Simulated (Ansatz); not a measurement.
Runs of Ansatz 0.2.0 on SiNi. The structure is orthorhombic, space group Pnma (No. 62). Conventional cell: a = 5.173 Å, b = 3.338 Å, c = 5.605 Å, α = 90.00°, β = 90.00°, γ = 90.00°. Ni (site symmetry m) is surrounded by 6 Si at 2.28 to 2.40 Å. Around Si (site symmetry m) lie 6 Ni at 2.28 to 2.40 Å. 

| task | level | cell | cutoff (eV) | points for each segment of the path | gap on the mesh (eV) | pressure (GPa) | moment (μB) | relaxed volume (Å³/atom) | largest force (eV/Å) |
| --- | --- | --- | --- | --- | --- | --- | --- | --- | --- |
| band structure | PBE | as given | 420 | 10 | none | 1.7 | 0.00 | - | (a) |
| relaxation of cell and atoms | r2SCAN | relaxed | 500 | - | none | 0.0 | 0.00 | 11.89 | 0.01 |
| relaxation of cell and atoms | PBE | relaxed | 420 | - | none | 0.0 | 0.00 | 12.22 | - |
| band structure | r2SCAN | as given | 500 | 10 | none | (b) | 0.00 | - | 0.15 |

Alike in all rows: potentials or basis Ansatz PAW; spin collinear, ferromagnetic start; k mesh 5 × 8 × 5; smearing fermi-dirac 0.05 eV.

Problem. Estimate the missing entries.

Solution. (a) 0.05; (b) -3.2.

Caveats: the starting moments weren't kept; the magnetic or orbital state may not be the lowest (some runs); the plane-wave basis is chosen anew once the cell has moved, so the energies of steps on either side of that aren't comparable (some runs); the PAW data sets come from PBE, with cores solved anew for the run's functional, which leaves a small shift of forces and pressure (some runs).

A gap of «none» marks a metal or a gap under the smearing width.
